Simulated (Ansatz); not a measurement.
# Si: moving one atom along a line

Aim: for Si, measure how stiffly atom 1 (Si) is held.

Computed with Ansatz 0.2.0 (DFT LDA, scalar-relativistic, plane waves, PAW, unless a step's input says otherwise).

1 further run of the same task is left out (set aside as unsound or not needed). Runs told in other sessions of the task aren't counted.

## 1. The starting structure

Symmetry: P6_3/mmc, No. 194, hexagonal system. The conventional cell has a = 3.802 Å, b = 3.802 Å, c = 6.289 Å, α = 90.00°, β = 90.00°, γ = 120.00°. Around Si (site symmetry 3m) lie 4 Si at 2.33 to 2.35 Å.

Structure file:

```cif
data_structure
_symmetry_space_group_name_H-M 'P 1'
_symmetry_Int_Tables_number 1
_cell_length_a 3.8020
_cell_length_b 3.8020
_cell_length_c 6.2891
_cell_angle_alpha 90.000
_cell_angle_beta 90.000
_cell_angle_gamma 120.000
_cell_volume 78.73
loop_
_atom_site_label
_atom_site_type_symbol
_atom_site_fract_x
_atom_site_fract_y
_atom_site_fract_z
_atom_site_occupancy
Si1 Si 0.33333 0.66667 0.06303 1
Si2 Si 0.66667 0.33333 0.56303 1
Si3 Si 0.33333 0.66667 0.43697 1
Si4 Si 0.66667 0.33333 0.93697 1
```

It goes back to an entry of the Materials Project, which need not be the stable form.

It is the result of an earlier relaxation at this level (volume 19.68 Å³/atom; gap on the mesh: 0.27 eV).

## 2. Zero of energy

The reference gives a free energy of -2434.5539 eV, pressure 0.01 GPa, largest force 0.001 eV/Å and gap on the mesh 0.27 eV. It was computed beforehand with the settings of the runs below.

## 3. The scan: moving one atom along a line

Atom 1 (Si) is moved by x along the Cartesian unit vector (0.000, 0.000, 1.000); the cell and all other atoms stay fixed. Forces below are components along that vector, summed over the moved atoms. In a periodic cell its images move with it.

## 4. At x = -0.450 Å

Contents of input.yaml:

```yaml
crystal:
  lattice:
    - [3.8019754738, 0.0, 0.0]
    - [-1.9009877369, 3.2926073448, 0.0]
    - [0.0, 0.0, 6.2891202194]
  atoms:
    - { symbol: Si, position: [0.3333333333, 0.6666666667, -0.0085188457] }
    - { symbol: Si, position: [0.6666666667, 0.3333333333, 0.5630332926] }
    - { symbol: Si, position: [0.3333333333, 0.6666666667, 0.4369667074] }
    - { symbol: Si, position: [0.6666666667, 0.3333333333, 0.9369667074] }
basis:
  ecutwfc: 420
kpoints:
  mp_grid: { grid: [12, 12, 6] }
hamiltonian:
  xc: lda
scf:
  occupations: { method: gaussian, width: 0.03 }
output:
  forces: true
  stress: true
  eigenvalues: true
```

On the command line:

```
> ansatz run input.yaml --threads 1 --pin off --max-ram 2560MiB --backend cpu --events-out ev --progress --plain --runs-dir out
```

## 5. Point x = 0.360 Å

input.yaml: that of step 4 with these lines changed.

```diff
@@ -6,3 +6,3 @@
   atoms:
-    - { symbol: Si, position: [0.3333333333, 0.6666666667, -0.0085188457] }
+    - { symbol: Si, position: [0.3333333333, 0.6666666667, 0.1202750033] }
     - { symbol: Si, position: [0.6666666667, 0.3333333333, 0.5630332926] }
```

## 6. Point x = -0.270 Å

input.yaml: that of step 5 with these lines changed.

```diff
@@ -6,3 +6,3 @@
   atoms:
-    - { symbol: Si, position: [0.3333333333, 0.6666666667, 0.1202750033] }
+    - { symbol: Si, position: [0.3333333333, 0.6666666667, 0.0201020096] }
     - { symbol: Si, position: [0.6666666667, 0.3333333333, 0.5630332926] }
```

## 7. At x = 0.180 Å

input.yaml: that of step 6 with these lines changed.

```diff
@@ -6,3 +6,3 @@
   atoms:
-    - { symbol: Si, position: [0.3333333333, 0.6666666667, 0.0201020096] }
+    - { symbol: Si, position: [0.3333333333, 0.6666666667, 0.0916541479] }
     - { symbol: Si, position: [0.6666666667, 0.3333333333, 0.5630332926] }
@@ -22 +22,5 @@
   eigenvalues: true
+  write_density: true
+  write_potential: true
+  elf: true
+  volumetric_format: npy
```

## 8. x = -0.090 Å

input.yaml: that of step 7 with these lines changed.

```diff
@@ -6,3 +6,3 @@
   atoms:
-    - { symbol: Si, position: [0.3333333333, 0.6666666667, 0.0916541479] }
+    - { symbol: Si, position: [0.3333333333, 0.6666666667, 0.0487228649] }
     - { symbol: Si, position: [0.6666666667, 0.3333333333, 0.5630332926] }
@@ -22,5 +22 @@
   eigenvalues: true
-  write_density: true
-  write_potential: true
-  elf: true
-  volumetric_format: npy
```

## 9. x = 0.450 Å

input.yaml: that of step 8 with these lines changed.

```diff
@@ -6,3 +6,3 @@
   atoms:
-    - { symbol: Si, position: [0.3333333333, 0.6666666667, 0.0487228649] }
+    - { symbol: Si, position: [0.3333333333, 0.6666666667, 0.1345854309] }
     - { symbol: Si, position: [0.6666666667, 0.3333333333, 0.5630332926] }
```

## 10. At x = -0.360 Å

input.yaml: that of step 9 with these lines changed.

```diff
@@ -6,3 +6,3 @@
   atoms:
-    - { symbol: Si, position: [0.3333333333, 0.6666666667, 0.1345854309] }
+    - { symbol: Si, position: [0.3333333333, 0.6666666667, 0.0057915819] }
     - { symbol: Si, position: [0.6666666667, 0.3333333333, 0.5630332926] }
```

## 11. At x = 0.270 Å

input.yaml: that of step 10 with these lines changed.

```diff
@@ -6,3 +6,3 @@
   atoms:
-    - { symbol: Si, position: [0.3333333333, 0.6666666667, 0.0057915819] }
+    - { symbol: Si, position: [0.3333333333, 0.6666666667, 0.1059645756] }
     - { symbol: Si, position: [0.6666666667, 0.3333333333, 0.5630332926] }
```

## 12. At x = -0.180 Å

input.yaml: that of step 11 with these lines changed.

```diff
@@ -6,3 +6,3 @@
   atoms:
-    - { symbol: Si, position: [0.3333333333, 0.6666666667, 0.1059645756] }
+    - { symbol: Si, position: [0.3333333333, 0.6666666667, 0.0344124373] }
     - { symbol: Si, position: [0.6666666667, 0.3333333333, 0.5630332926] }
```

(Steps that only read results are left out.)

Before running it: what results should come out?

**Answer**, as computed:

| quantity | value |
| --- | --- |
| force constant along x, from the points at -0.090, 0 and 0.180 Å | 14.83 eV/Å² |

In words: Near the site the force constant is 14.83 eV/Å²; for the mass of Si against a rigid frame that is a vibration of about 379 cm⁻¹. The step of 0.18 Å is wide, so anharmonic terms mix in. No sampled point lies below the undisturbed cell. The well is lopsided: x = 0.450 Å costs 2218 meV against 923 meV on the other side, and the dearer side brings atoms closer together. The gap on the mesh, 0.27 eV at the start, reads zero at x = -0.450.

Counted by bands, a gap of 0.02 eV stays open on the mesh in one run that reads as metallic: the smearing reaches across it.
